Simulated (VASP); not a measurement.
# B (Cmce) in VASP: notebook, part 2 of 2

VASP 6.6.1. Earlier steps stand in the parts before.

### Step 3. Single point, PBEsol (the structure that the rattled iodine type (Cmce, No. 64) fell into)

Contents of INCAR:

```
PREC     = Accurate       # precision mode
ENCUT    = 520            # plane-wave cutoff, eV
EDIFF    = 1E-6           # SCF threshold, eV
ISMEAR   = 0              # smearing method
SIGMA    = 0.1            # smearing width, eV
LREAL    = F              # projectors in reciprocal space
LASPH    = T              # aspherical terms in the spheres
NELM     = 100            # most SCF steps
ALGO     = Fast           # electronic algorithm
ISIF     = 2              # what is computed and relaxed
LWAVE    = F              # write WAVECAR
LCHARG   = F              # write CHGCAR
GGA      = PS             # functional
NBANDS   = 10             # bands
```

Contents of KPOINTS:

```
Automatic mesh
0
Gamma
  8 8 10
```

Contents of POSCAR:

```
B
1.0
    1.6249722995     -2.5535862123      0.0000000000
    1.6249722995      2.5535862123      0.0000000000
   -0.9294248425      0.0000000000      1.5955382048
B
2
Direct
    0.1697614300      0.8302385700      0.5000000000
    0.8302385700      0.1697614300      0.5000000000
```

Potentials or basis: VASP PAW PBE potentials, release 64 (B).

The run is started by

```sh
$ cat potpaw_PBE.64/B/POTCAR > POTCAR
$ mpirun -np 1 vasp_std > vasp.out
```

OUTCAR:

```text
PREC = Accurate
   ENCUT = 520
   EDIFF = 1E-6
   ISMEAR = 0
   LREAL = F
   LASPH = T
   NELM = 100
   ISIF = 2
   GGA = PS

 ion  position               nearest neighbor table
   1  0.170  0.830  0.500-   2 1.73   2 1.82   2 1.82   2 1.92   2 1.92
   2  0.830  0.170  0.500-   1 1.73   1 1.82   1 1.82   1 1.92   1 1.92

  LATTYP: Found a base centered monoclinic cell.
 ALAT       =     3.2499445990
 B/A-ratio  =     1.5714644570
 C/A-ratio  =     0.5681644021
 COS(beta)  =    -0.5033433079

  Lattice vectors:

 A1 = (   1.6249722995,  -2.5535862123,   0.0000000000)
 A2 = (   1.6249722995,   2.5535862123,   0.0000000000)
 A3 = (  -0.9294248425,   0.0000000000,   1.5955382048)

Analysis of symmetry for initial positions (statically):
=====================================================================
 Subroutine PRICEL returns:
 Original cell was already a primitive cell.

 Routine SETGRP: Setting up the symmetry group for a
 base centered monoclinic supercell.

 Subroutine GETGRP returns: Found  4 space group operations
 (whereof  4 operations were pure point group operations)
 out of a pool of  4 trial point group operations.

The static configuration has the point symmetry C_2h.

Analysis of symmetry for dynamics (positions and initial velocities):
=====================================================================
 Subroutine PRICEL returns:
 Original cell was already a primitive cell.

 Routine SETGRP: Setting up the symmetry group for a
 base centered monoclinic supercell.

 Subroutine GETGRP returns: Found  4 space group operations
 (whereof  4 operations were pure point group operations)
 out of a pool of  4 trial point group operations.

The dynamic configuration has the point symmetry C_2h.

 Subroutine INISYM returns: Found  4 space group operations
 (whereof  4 operations are pure point group operations),
 and found     1 'primitive' translations

[... 121 lines left out ...]
   AEXX    =    0.0000 exact exchange contribution
   IVDW    =     0    specifies the selected vdW correction
   LEPSILON=     F    determine dielectric tensor
   LRPA    =     F    only Hartree local field effects (RPA)
 non-spin polarized calculation
 RMM-DIIS sequential band-by-band and
 Gauss-broadening in eV      SIGMA  =   0.10
  energy-cutoff  :      520.00
  volume of cell :       13.24
 maximum number of plane-waves:       367
   NGX = 11   NGY = 11   NGZ =  7

 number of electron       6.0000000 magnetization

 Free energy of the ion-electron system (eV)
  ---------------------------------------------------
  ext. energy  EPLUGINS =         0.00000000
  ---------------------------------------------------
  free energy    TOTEN  =       -13.34814231 eV

  energy without entropy =      -13.34633066  energy(sigma->0) =      -13.34723648

 E-fermi :   7.8431     XC(G=0): -12.2528

 val. band max:        7.8335714771   @ k =  -0.2500   0.0000   0.4000
 cond. band min:       7.8514616674   @ k =  -0.1250  -0.2500   0.3000
 fundamental gap:      0.0178901904
 Fermi energy:         7.8431298887

 k-point     1 :       0.0000    0.0000    0.0000
  band No.  band energies     occupation
      1      -9.1338      2.00000
      2       5.3914      2.00000
      3       5.4831      2.00000
      4      11.5829      0.00000
      5      13.4534      0.00000
      6      14.2161      0.00000
      7      21.0780      0.00000
      8      22.9332      0.00000
      9      26.4850      0.00000
     10      38.0040      0.00000
[... 287 lines left out ...]
 k-point    24 :       0.2500   -0.0000    0.1000
  band No.  band energies     occupation
      1      -6.8258      2.00000
      2      -0.2075      2.00000
      3       3.3869      2.00000
      4      11.0485      0.00000
      5      17.4474      0.00000
      6      20.7761      0.00000
      7      22.1421      0.00000
      8      23.7540      0.00000
      9      27.1904      0.00000
     10      35.3833      0.00000

 [... further k-points ...]

------------------------ aborting loop because EDIFF is reached ----------------------------------------

  FORCE on cell =-STRESS in cart. coord.  units (eV):
  Direction    XX          YY          ZZ          XY          YZ          ZX
  --------------------------------------------------------------------------------------
  -------------------------------------------------------------------------------------
  Total        0.0783754     -0.0529005      0.1527329      0.0000000      0.0000000      0.0626498
  in kB        9.4832330     -6.4008400     18.4803217      0.0000000      0.0000000      7.5804802
  external PRESSURE =       7.1875716 kB  Pullay stress =       0.0000000 kB

 VOLUME and BASIS-vectors are now :
 -----------------------------------------------------------------------------
  energy-cutoff  :      520.00
  volume of cell :       13.24
      direct lattice vectors                 reciprocal lattice vectors
     1.624972299 -2.553586212  0.000000000     0.307697553 -0.195803062  0.179238422
     1.624972299  2.553586212  0.000000000     0.307697553  0.195803062  0.179238422
    -0.929424843  0.000000000  1.595538205     0.000000000  0.000000000  0.626747763

 POSITION                                       TOTAL-FORCE (eV/Angst)
 -----------------------------------------------------------------------------------
      1.16026      1.68659      0.79777         0.000000      0.102558     -0.000000
      1.16026     -1.68659      0.79777        -0.000000     -0.102558      0.000000
 -----------------------------------------------------------------------------------
    total drift:                                0.000000      0.000000      0.000000

  FREE ENERGIE OF THE ION-ELECTRON SYSTEM (eV)
  ---------------------------------------------------
  free  energy   TOTEN  =       -13.3481423071 eV

  energy  without entropy=      -13.3463306582  energy(sigma->0) =      -13.34723648
```

stdout:

```text
POSCAR found type information on POSCAR B
 POSCAR found :  1 types and       2 ions
 scaLAPACK will be used
 -----------------------------------------------------------------------------
|                                                                             |
|                                                                             |
|     You enforced a specific xc type in the INCAR file but a different       |
|     I HOPE YOU KNOW WHAT YOU ARE DOING!                                     |
|                                                                             |
 -----------------------------------------------------------------------------

 LDA part: xc-table for (Slater+PW92), standard interpolation
 POSCAR, INCAR and KPOINTS ok, starting setup
 FFT: planning ... GRIDC
 FFT: planning ... GRID_SOFT
 FFT: planning ... GRID
 WAVECAR not read
 entering main loop
```

Run time: 5.6 s. Hardware: 1 thread of Intel Xeon 6975P-C (Granite Rapids), shared host; peak memory 0.13 GiB.

What came out:

```yaml
Free_energy: -13.3481 eV
Pressure: 0.7 GPa
Largest_force: 0.103 eV/Å
Band_gap_on_the_k_mesh: none (metal or under the smearing width)
```

Forces on the atoms (eV/Å):
```
B    0.000  0.103  0.000
B    0.000 -0.103  0.000
```

Caveat: the k mesh is coarse (spacing up to 0.39 Å⁻¹), so the values aren't converged; the PAW data sets were made with another functional, which shifts forces and pressure a little.
